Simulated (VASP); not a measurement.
**Li: single point with PBE**

Crystal: Li.

```
Li
1.0
     2.94647    0.00000    0.00000
    -1.47323    2.55172    0.00000
     0.00000    0.00000    2.75311
Li
1
Direct
  0.00000 0.00000 0.00000
```

The cell was built by a generator and needn't be a form met in nature.

* Program: VASP 6.6.1
* Task: single point
* Functional: PBE
* Potentials or basis: VASP PAW PBE potentials, release 64 (Li_sv)
* Cutoff: 520 eV
* k mesh: 9 × 9 × 6
* Occupations: gaussian, width 0.1 eV
* Spin: no spin polarisation
* Dipole correction: no
* Further INCAR settings: ALGO = Normal; EDIFF = 1e-06; NBANDS = 8

| Quantity | Value |
| --- | --- |
| Band gap on the k mesh | none (metal or under the smearing width) |

Levels at points of the mesh, in eV from the Fermi level:
```tsv
k point	band 1	band 2	band 3	band 4	band 5	band 6
(0.00, 0.00, 0.00)	-46.69	-3.49	11.82	13.45	13.45	14.61
(0.00, 0.00, 0.50)	-46.67	-0.67	1.90	15.97	15.97	19.77
```

Run time: 2.4 s on 1 thread of Intel(R) Xeon(R) 6975P-C (Granite Rapids) (shared host), peak memory 0.12 GiB.

Caveat: the k mesh is coarse (spacing up to 0.38 Å⁻¹), so the values aren't converged.
